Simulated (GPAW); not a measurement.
# Screening of a field by B/Pt(100), part 2 of 2

How does B/Pt(100) screen a perpendicular field?

GPAW 26.7.0; GPAW, PAW setups; slab in vacuum, relaxation (the session's first sound run).

So far. Step 5 (In a field): The dipole is now 0.0303 e Å, against 0.071 in the run without a field.

## 8. Field on

The input, run.py:

```python
import json
import numpy as np
from ase import Atoms
from gpaw import GPAW, PW
from gpaw.external import ConstantElectricField

slab = Atoms(
    ['Pt', 'Pt', 'Pt', 'Pt', 'B'],
    positions=[
        [1.38593, 1.38593, 7.00000],
        [0.00000, 0.00000, 8.96000],
        [1.38593, 1.38593, 10.99716],
        [-0.00000, 0.00000, 13.20218],
        [1.38593, 1.38593, 13.89012]],
    cell=[[2.77186, 0.0, 0.0], [0.0, 2.77186, 0.0], [0.0, 0.0, 20.8792]],
    pbc=[True, True, False])

slab.calc = GPAW(mode=PW(500), xc='PBE', kpts={'size': (11, 11, 1), 'gamma': True},
                 occupations={'name': 'fermi-dirac', 'width': 0.1}, nbands='200%',
                 convergence={'density': 1e-05}, maxiter=200,
                 poissonsolver={'dipolelayer': 'xy'},
                 external=ConstantElectricField(0.1, [0, 0, 1]),
                 symmetry={'tolerance': 1e-3}, txt='slab.txt')
result = {}
energy = slab.get_potential_energy()
fermi = slab.calc.get_fermi_level()
v = slab.calc.get_electrostatic_potential().mean((0, 1)) - fermi
n = slab.calc.get_pseudo_density().mean((0, 1))
L = slab.cell[2, 2]
z = np.arange(len(v)) * L / len(v)
low, high = slab.positions[:, 2].min(), slab.positions[:, 2].max()
below, above = np.interp([low - 4.8, high + 4.8], z, v)
slopes = [np.interp(x, z, np.gradient(v, z)) for x in (low - 4.8, high + 4.8)]
eps = np.array([[slab.calc.get_eigenvalues(k, s) for k in range(len(slab.calc.get_ibz_k_points()))]
                for s in range(slab.calc.get_number_of_spins())]) - fermi
top, bottom = eps[eps < 0].max(), eps[eps > 0].min()
dipole = slab.get_dipole_moment()[2]
print(f'energy {energy:.4f} eV, Fermi level {fermi:.4f} eV, dipole {dipole:.5f} e A')
print(f'potential 4.8 A off the faces, from the Fermi level: lower {below:.4f} eV, upper {above:.4f} eV')
print(f'slope of the potential there: lower {slopes[0]:.5f}, upper {slopes[1]:.5f} eV/A')
print(f'nearest levels on the mesh: {top:.4f} and {bottom:.4f} eV')
print('magnetic moment', round(slab.get_magnetic_moment(), 3))
result.update(energy=energy, fermi=fermi, dipole=dipole, below=below, above=above, slopes=slopes, edges=[top, bottom],
              z=z.tolist(), v=v.tolist(), n=n.tolist(), positions=slab.positions.tolist(),
              forces=slab.get_forces(apply_constraint=False).tolist(), moments=slab.get_magnetic_moments().tolist())
json.dump(result, open('result.json', 'w'))
```

Command:

```
OMP_NUM_THREADS=1 OPENBLAS_NUM_THREADS=1 python run.py
```

The program printed:

```text
energy -30.2534 eV, Fermi level 2.3023 eV, dipole 0.11171 e A
potential 4.8 A off the faces, from the Fermi level: lower 6.1343 eV, upper 3.5034 eV
slope of the potential there: lower -0.00031, upper 0.00007 eV/A
nearest levels on the mesh: -0.0221 and 0.0079 eV
magnetic moment 0.0
```

The job ended after 8.6 min (1 thread of Arm Neoverse V2, shared host; peak memory 0.54 GiB).

The dipole is now 0.112 e Å, against 0.071 in the run without a field.

## 9. In a field

Changes to run.py since step 8:

```diff
@@ -21,3 +21,3 @@
                  poissonsolver={'dipolelayer': 'xy'},
-                 external=ConstantElectricField(0.1, [0, 0, 1]),
+                 external=ConstantElectricField(0.2, [0, 0, 1]),
                  symmetry={'tolerance': 1e-3}, txt='slab.txt')
```

The program printed:

```text
energy -30.2667 eV, Fermi level 2.2907 eV, dipole 0.15244 e A
potential 4.8 A off the faces, from the Fermi level: lower 6.6349 eV, upper 3.0448 eV
slope of the potential there: lower -0.00039, upper 0.00005 eV/A
nearest levels on the mesh: -0.0223 and 0.0075 eV
magnetic moment 0.0
```

Wall time 9.7 min (1 thread); peak memory 0.54 GiB.

The dipole is now 0.152 e Å, against 0.071 in the run without a field.

## 10. In a field

Changes to run.py since step 9:

```diff
@@ -21,3 +21,3 @@
                  poissonsolver={'dipolelayer': 'xy'},
-                 external=ConstantElectricField(0.2, [0, 0, 1]),
+                 external=ConstantElectricField(0.3, [0, 0, 1]),
                  symmetry={'tolerance': 1e-3}, txt='slab.txt')
```

The program printed:

```text
energy -30.2841 eV, Fermi level 2.2781 eV, dipole 0.19313 e A
potential 4.8 A off the faces, from the Fermi level: lower 7.1368 eV, upper 2.5884 eV
slope of the potential there: lower -0.00045, upper 0.00004 eV/A
nearest levels on the mesh: -0.0225 and 0.0071 eV
magnetic moment 0.0
```

It took 11 min on 1 thread; peak memory 0.54 GiB.

The dipole is now 0.193 e Å, against 0.071 in the run without a field.

## 11. The series

The members are put on one axis.

This step: induced dipole against applied field (GPAW 26.7.0).

Dipole along the normal against field:

| field (V/Å) | dipole along the normal (e·Å) |
| --- | --- |
| -0.200 | -0.0104 |
| -0.100 | 0.0303 |
| -0.050 | 0.0506 |
| 0.000 | 0.0711 |
| 0.050 | 0.0914 |
| 0.100 | 0.112 |
| 0.200 | 0.152 |
| 0.300 | 0.193 |

## 12. A changed run

One more run, with changed settings.

This step: GPAW, PAW setups; slab in vacuum (GPAW 26.7.0).

Changes to run.py since step 10:

```diff
@@ -4,3 +4,2 @@
 from gpaw import GPAW, PW
-from gpaw.external import ConstantElectricField
 
@@ -15,3 +14,3 @@
     cell=[[2.77186, 0.0, 0.0], [0.0, 2.77186, 0.0], [0.0, 0.0, 20.8792]],
-    pbc=[True, True, False])
+    pbc=[True, True, True])
 
@@ -19,5 +18,4 @@
                  occupations={'name': 'fermi-dirac', 'width': 0.1}, nbands='200%',
-                 convergence={'density': 1e-05}, maxiter=200,
+                 convergence={'density': 1e-05}, maxiter=75,
                  poissonsolver={'dipolelayer': 'xy'},
-                 external=ConstantElectricField(0.3, [0, 0, 1]),
                  symmetry={'tolerance': 1e-3}, txt='slab.txt')
```

The program printed:

```text
AssertionError
```

The job ended after 0.88 s (1 thread; peak memory 0.14 GiB).

The input was rejected at the start.

The fault put into the input: a dipole layer in a cell that repeats along the normal (pbc_z = true).

## 13. Outcome

| Property | Result |
| --- | --- |
| work function, upper and lower face | 3.963 and 5.636 eV |
| dipole along the normal | 0.0711 e Å |
| induced dipole per field | 0.407 e Å per V/Å |
| out-of-plane polarisability per area, α/(ε0 A) | 9.59 Å |

The field induces 0.407 e Å per V/Å, a polarisable thickness α/(ε0 A) of 9.59 Å beside 6.89 Å between the outermost nuclei. A perfect conductor would give the distance between its two image planes; a dielectric of thickness t gives t(1 - 1/ε). The two faces differ by 1.7 eV, the step that the slab's dipole makes (e p/(ε0 A) gives 1.7 eV), so the dipole layer is needed. The induced dipole is linear in the field over this range. The cell of 7.68 Å² holds one B, started on one chosen site; other sites and coverages weren't tried. The in-plane lattice was kept as typed, which isn't the functional's own and leaves some strain; spin-orbit coupling and temperature are left out.

[Logs are printed without paths, hosts, clocks, repeated set-up lines and the standing remarks that a program may print on its own settings, such as how far it seeks lower states.]

[Hosts, paths, dates, database ids (printed as entryN), source tags and the programs' standing remarks are cut or masked in the printed files.]
